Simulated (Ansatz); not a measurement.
A 2-atom cell of LiF started from a crystallographic database, relaxed with r2SCAN in the plane-wave code Ansatz: space group Fm-3m (No. 225), cubic; a = 3.990 Å in the conventional setting, 7.94 Å³ an atom. Li has 6 F at 1.99 Å; F has 6 Li at 1.99 Å. The cell was then strained (x, y and z are the cube axes), with the atoms relaxed again; stress is positive in compression. (Simulation; spin polarisation is off.)

- Isotropic -0.97 % on every length: the pressure changes by +2.41 GPa.
- Epitaxial strain of -1.14 % in the (001) plane: the free normal strain is +0.81 % and the in-plane stress changes by +1.88 GPa.
- In that film r2SCAN's threefold valence top at Γ splits as 1+2 from the top, by 0.044 eV.

(1) What bulk modulus does the isotropic step give?

(2) What do the film's normal strain and stress say about the elastic constants?

(3) How much elastic energy does the film store, with 7.94 Å³ an atom?

(4) Extract the shear deformation potential b.

Answers

(1) Δ ln V = 3 ln(0.9903) = -0.0292, so B ≈ −ΔP/Δ ln V = 82 GPa.

(2) ε⊥/ε∥ = (+0.0081)/(-0.0114) = -0.71, which linear elasticity sets to −2C₁₂/C₁₁. The biaxial modulus is M = −Δσ/ε∥ = 165 GPa.

(3) u = M ε∥² = −Δσ ε∥ = -1.88 × (-0.0114) = 0.0214 GPa, and 1 GPa Å³ is 6.2415 meV: 1.06 meV an atom. The total energies of the two runs differ by 1.07 meV an atom.

(4) Without spin-orbit coupling the splitting is 3|b| |ε_zz − ε_xx| = 3|b| × 0.0195, so |b| = 0.044/0.0585 = 0.75 eV.
